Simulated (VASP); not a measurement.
Sb: equation of state with PBEsol

The system is Sb.

```xyz
1
Lattice="-1.5765 1.5765 2.7119 1.5765 -1.5765 2.7119 1.5765 1.5765 -2.7119" Properties=species:S:1:pos:R:3 pbc="T T T"
Sb    0.0000    0.0000    0.0000
```

This isn't the form of Sb at room conditions, which is rhombohedral.

```json
{
  "Program": "VASP 6.6.1",
  "Task": "equation of state",
  "Functional": "PBEsol",
  "Potentials or basis": "VASP PAW PBE potentials, release 64 (Sb)",
  "Cutoff": "520 eV",
  "k mesh": "12 × 12 × 12",
  "Occupations": "fermi-dirac, width 0.05 eV",
  "Spin": "no spin polarisation",
  "Ladder": "free",
  "Further INCAR settings": "ALGO = Normal; EDIFF = 1e-07; NBANDS = 8"
}
```

```
Equilibrium volume                        : 26.45 Å³/atom
Bulk modulus at fixed shape and positions : 69 GPa
Pressure derivative of the bulk modulus   : 4.6
```

Energy against volume, from the lowest point:
| volume (Å³/atom) | energy (meV/atom) |
| --- | --- |
| 25.344 | 10.66 |
| 25.883 | 2.68 |
| 26.423 | 0.00 |
| 26.962 | 2.06 |
| 27.501 | 8.34 |
| 28.040 | 18.39 |
| 28.580 | 31.78 |

All runs of the series together: 2.2 min on 1 thread of Intel(R) Xeon(R) Platinum 8488C (Sapphire Rapids) (shared host).

Caveat: the cell was scaled at fixed shape and fractional positions, which overstates the stiffness of a crystal with free parameters, most of all of layers and chains; the PAW data sets were made with another functional, which shifts forces and pressure a little. The run has no spin-orbit coupling, so splittings on Sb are missing.
